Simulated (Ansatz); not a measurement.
**SrTe under several functionals and dispersion corrections (calculated)**

Starting cell:

```
Sr Te
1.0
     0.00000    3.23500    3.23500
     3.23500    0.00000    3.23500
     3.23500    3.23500    0.00000
Sr Te
1 1
Direct
  0.50000 0.50000 0.50000
  0.00000 0.00000 0.00000
```

Ansatz, plane waves and PAW, scalar-relativistic (no spin–orbit coupling), 6×6×6 k-mesh. No spin polarisation. In the setting of the table the starting cell (space group Fm-3m) has 4.575 × 4.575 × 4.575 Å, angles 60.0 / 60.0 / 60.0°. Each functional was followed to zero pressure by scaling the cell, shape and atoms held, then fitted over four more volumes within ±4 % of it.

Q: What cell, stiffness and gap does each give?

A: 
```csv
functional,V0 (Å³/atom),cell,B0 (GPa),B′ from the pressures,gap on the mesh,cutoff (eV)
rPW86-PBE + rVV10,37.77,"4.745 × 4.745 × 4.745 Å, angles 60.0 / 60.0 / 60.0°",35,4.2,1.68 eV,420
BLYP,39.91,"4.833 × 4.833 × 4.833 Å, angles 60.0 / 60.0 / 60.0°",29,4.3,2.04 eV,420
mr2SCAN,37.70,"4.742 × 4.742 × 4.742 Å, angles 60.0 / 60.0 / 60.0°",35,4.2,2.17 eV,500
PBE + D3(BJ),36.23,"4.681 × 4.681 × 4.681 Å, angles 60.0 / 60.0 / 60.0°",36,4.2,1.67 eV,420
```

The volumes span 10.2 %, from PBE + D3(BJ) to BLYP, and the stiffness falls as the cell grows. Of 5 runs of this kind 1 is left out: 1 is in doubt (a loose fit, a gap or moment that comes and goes along the fit, no cell at zero pressure, a state that may not be the lowest or a known fault).

Caveats: gaps at these levels are rough, and mostly too small.

Points behind the fit for mr2SCAN:

```
V (Å³/atom)  E − Emin (meV/atom)  P (GPa)
     36.191                 7.07     1.56
     36.945                 1.71     0.74
     37.699                 0.00     0.00
     38.453                 1.58    -0.66
     39.207                 6.13    -1.26
```
